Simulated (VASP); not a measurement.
A run of VASP 6.6.1 is set up as follows.

POSCAR

```
GaP
1.0
    0.0000000000      2.7183900000      2.7183900000
    2.7183900000      0.0000000000      2.7183900000
    2.7183900000      2.7183900000      0.0000000000
Ga P
1 1
Direct
    0.0000000000      0.0000000000      0.0000000000
    0.7500000000      0.7500000000      0.7500000000
```

Contents of INCAR.step1:

```
PREC     = Accurate       # precision mode
ENCUT    = 520            # plane-wave cutoff, eV
EDIFF    = 1E-5           # SCF threshold, eV
ISMEAR   = 0              # smearing method
SIGMA    = 0.02           # smearing width, eV
LREAL    = F              # projectors in reciprocal space
LASPH    = T              # aspherical terms in the spheres
NELM     = 100            # most SCF steps
ALGO     = Normal         # electronic algorithm
ISIF     = 2              # what is computed and relaxed
LWAVE    = T              # write WAVECAR
LCHARG   = F              # write CHGCAR
NBANDS   = 16             # bands
GGA      = PE             # functional
```

INCAR.step2

```
PREC     = Accurate       # precision mode
ENCUT    = 520            # plane-wave cutoff, eV
EDIFF    = 1E-7           # SCF threshold, eV
ISMEAR   = 0              # smearing method
SIGMA    = 0.02           # smearing width, eV
LREAL    = F              # projectors in reciprocal space
LASPH    = T              # aspherical terms in the spheres
NELM     = 100            # most SCF steps
ALGO     = Normal         # electronic algorithm
ISIF     = 2              # what is computed and relaxed
LWAVE    = F              # write WAVECAR
LCHARG   = F              # write CHGCAR
METAGGA  = MBJ            # meta-GGA
NBANDS   = 16             # bands
ISTART   = 1
```

The input KPOINTS:

```
regular mesh
0
Gamma
  8 8 8
```

File KPOINTS_OPT:

```
path GXWKGLUWLK,UX
20
line-mode
reciprocal
 0.0000000000  0.0000000000  0.0000000000  G
 0.5000000000  0.0000000000  0.5000000000  X

 0.5000000000  0.0000000000  0.5000000000  X
 0.5000000000  0.2500000000  0.7500000000  W

 0.5000000000  0.2500000000  0.7500000000  W
 0.3750000000  0.3750000000  0.7500000000  K

 0.3750000000  0.3750000000  0.7500000000  K
 0.0000000000  0.0000000000  0.0000000000  G

 0.0000000000  0.0000000000  0.0000000000  G
 0.5000000000  0.5000000000  0.5000000000  L

 0.5000000000  0.5000000000  0.5000000000  L
 0.6250000000  0.2500000000  0.6250000000  U

 0.6250000000  0.2500000000  0.6250000000  U
 0.5000000000  0.2500000000  0.7500000000  W

 0.5000000000  0.2500000000  0.7500000000  W
 0.5000000000  0.5000000000  0.5000000000  L

 0.5000000000  0.5000000000  0.5000000000  L
 0.3750000000  0.3750000000  0.7500000000  K

 0.6250000000  0.2500000000  0.6250000000  U
 0.5000000000  0.0000000000  0.5000000000  X
```

Potentials or basis: VASP PAW PBE potentials, release 64 (Ga_d, P).

Launch:

```console
$ cat potpaw_PBE.64/Ga_d/POTCAR potpaw_PBE.64/P/POTCAR > POTCAR
$ cp INCAR.step1 INCAR
$ mpirun -np 1 vasp_std > vasp.out
$ cp INCAR.step2 INCAR
$ mpirun -np 1 vasp_std > vasp.out
```

Question: Predict the band gap on the k mesh.

Answer: 2.41 eV, indirect (least direct gap 3.01 eV).

Question: What does it give for the band gap along the path?

Answer: 2.37 eV, indirect (least direct gap 3.01 eV).

Levels at the corners of the path, in eV from the valence-band top:
```csv
point,band 7,band 8,band 9,band 10,band 11,band 12
Γ,0.00,0.00,0.00,3.01,4.61,4.61
X,-6.38,-2.55,-2.55,2.41,2.64,11.75
X,-6.38,-2.55,-2.55,2.41,2.64,11.75
W,-6.17,-3.36,-3.19,5.29,5.70,6.83
W,-6.17,-3.36,-3.19,5.29,5.70,6.83
K,-6.18,-3.70,-2.14,2.97,5.52,9.02
K,-6.18,-3.70,-2.14,2.97,5.52,9.02
Γ,0.00,0.00,0.00,3.01,4.61,4.61
Γ,0.00,0.00,0.00,3.01,4.61,4.61
L,-6.29,-1.06,-1.06,2.61,5.40,5.40
L,-6.29,-1.06,-1.06,2.61,5.40,5.40
U,-6.18,-3.70,-2.14,2.97,5.52,9.02
U,-6.18,-3.70,-2.14,2.97,5.52,9.02
W,-6.17,-3.36,-3.19,5.29,5.70,6.83
W,-6.17,-3.36,-3.19,5.29,5.70,6.83
L,-6.29,-1.06,-1.06,2.61,5.40,5.40
L,-6.29,-1.06,-1.06,2.61,5.40,5.40
K,-6.18,-3.70,-2.14,2.97,5.52,9.02
U,-6.18,-3.70,-2.14,2.97,5.52,9.02
X,-6.38,-2.55,-2.55,2.41,2.64,11.75
```

**What was measured.**

“Stacking defects in GaP nanowires: Electronic structure and optical properties”, 2018, arxiv:1810.01194 quotes, for a bulk crystal of GaP at 10 K: band gap 2.34 eV (indirect).

A measured gap of GaP is 2.34 eV (indirect; 10 K; quoted in “Stacking defects in GaP nanowires: Electronic structure and optical properties”, 2018, arxiv:1810.01194); the calculated 2.37 eV misses it by +0.03 eV. Spin-orbit coupling on Ga is left out. The value is that of TB-mBJ, without temperature or zero-point motion. The cell is a database's relaxed one, not the measured one, which moves gaps too.
